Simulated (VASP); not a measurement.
The system is GaN.

```xyz
2
Lattice="0.0000 2.2535 2.2535 2.2535 0.0000 2.2535 2.2535 2.2535 0.0000" Properties=species:S:1:pos:R:3 pbc="T T T"
Ga    0.0000    0.0000    0.0000
N     1.1268    1.1268    1.1268
```

The cell is a database's computed one.

Base run:

```yaml
Program: VASP 6.6.1
Functional: HSE06
Potentials_or_basis: VASP PAW PBE potentials, release 64 (Ga_d, N)
Cutoff: 520 eV
k_mesh: 8 × 8 × 8
Occupations: gaussian, width 0.02 eV
Spin: no spin polarisation
```

Its results: band gap on the k mesh 2.99 eV, direct; pressure -1.3 GPa.

Q: The run is repeated on the same cell with these changes: functional from HSE06 to r2SCAN-EpsX. What comes out?

A: Band gap on the k mesh 3.31 eV, direct; pressure -2.7 GPa.

Caveats: the PAW data sets were made with another functional, which shifts forces and pressure a little.
